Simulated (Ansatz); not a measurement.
NaF (Fm-3m), trigonal deformation path

These are results of DFT LDA, scalar-relativistic, plane waves, PAW (Ansatz), not measurements. The runs took a 420 eV cutoff, a Γ-centred 4×4×4 mesh and Gaussian smearing (0.05 eV). The mesh is coarse. No spin polarisation. Energies are free energies at this smearing, counted from the undisturbed cell; pressure is positive in compression.

The undisturbed cell (as given, not relaxed at this level; it stands at -4.6 GPa):

```
CELL_PARAMETERS angstrom
0.00000 2.32330 2.32330
2.32330 0.00000 2.32330
2.32330 2.32330 0.00000
ATOMIC_POSITIONS crystal
Na 0.00000 0.00000 0.00000
F 0.50000 0.50000 0.50000
```

At fixed volume and fractional coordinates, lengths along (0.577, 0.577, 0.577) are scaled against those across it; ρ is that ratio over its starting value. At ρ = 0.500 the cell becomes cubic (Pm-3m), and there the slope of the energy vanishes by symmetry.

```
    ρ  ΔE (meV/atom) pressure (GPa) gap on the mesh (eV)
0.500          188.7            -8.5                  4.99
0.600          166.5               ?                     ?
0.710          106.3            -6.1                  5.26
0.850              ?            -5.0                     ?
0.930            7.0            -4.7                  5.79
1.000            0.0            -4.6                  5.93
1.080            9.5            -4.7                  5.82
1.200           60.9            -5.0                  5.48
1.410              ?               ?                  4.45
1.700          709.0            -5.3                  2.32
2.000         1351.8            -2.6                  0.00
```

Where the gap reads zero the k-mesh, chosen for the insulator, is on the coarse side.

(1) Give the withheld values.

Answers

(1) pressure (GPa) at ρ = 0.600: -7.6; gap on the mesh (eV) at ρ = 0.600: 5.13; ΔE (meV/atom) at ρ = 0.850: 32.1; gap on the mesh (eV) at ρ = 0.850: 5.59; ΔE (meV/atom) at ρ = 1.410: 253.7; pressure (GPa) at ρ = 1.410: -5.5.

Cost: 11 runs of about 0.15 core-minutes in all, on Arm Neoverse N1 (shared hosts).